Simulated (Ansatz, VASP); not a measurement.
**Cd in VASP and in Ansatz**

Contents of INCAR:

```
  PREC = Accurate
  ENCUT = 600
  EDIFF = 1E-6
  ISMEAR = -1
  SIGMA = 0.05
  LREAL = F
  LASPH = T
  NELM = 60
  ALGO = Normal
  ISIF = 3
  LWAVE = F
  LCHARG = F
  GGA = PE
  IBRION = 2
  NSW = 45
  EDIFFG = -0.005
```

The input KPOINTS:

```
Automatic mesh
0
Gamma
  16 16 16
```

The input POSCAR:

```
Cd
1.0
   -1.8001514411      1.8001514411      1.8001514411
    1.8001514411     -1.8001514411      1.8001514411
    1.8001514411      1.8001514411     -1.8001514411
Cd
1
Direct
    0.0000000000      0.0000000000      0.0000000000
```

Input for Ansatz:

```yaml
crystal:
  lattice:
    - [-1.8001514411, 1.8001514411, 1.8001514411]
    - [1.8001514411, -1.8001514411, 1.8001514411]
    - [1.8001514411, 1.8001514411, -1.8001514411]
  atoms:
    - { symbol: Cd, position: [0.0, 0.0, 0.0] }
kpoints:
  mp_grid: { grid: [16, 16, 16] }
scf:
  occupations: { method: fermi_dirac, width: 0.05 }
hamiltonian:
  xc: pbe
  pseudopotentials: { kind: all_electron, lapw: { basis_error: 0.0005 } }
output:
  forces: true
  stress: true
  eigenvalues: true
  populations: true
relax:
  f_tol: 0.005
  max_steps: 25
  cell: {}
```

Alike in both runs: task relaxation of cell and atoms; functional PBE; k mesh 16 × 16 × 16; occupations fermi-dirac, width 0.05 eV; no spin polarisation.

|  | VASP | Ansatz |
| --- | --- | --- |
| version | VASP 6.6.1 | Ansatz 0.2.0 |
| potentials or method | VASP PAW PBE potentials, release 64 (Cd) | all-electron LAPW, scalar-relativistic |
| plane-wave cutoff (eV) | 600 | see its input |

|  | VASP | Ansatz | Ansatz less VASP |
| --- | --- | --- | --- |
| relaxed volume (Å³/atom) | 23.39 | 23.33 | -0.057 |
| relaxed cell length with the largest relative difference (Å) | 3.120 | 3.118 | -0.0025 |

Ansatz ran all-electron here, so the differences hold the error of VASP's frozen core and of both bases.
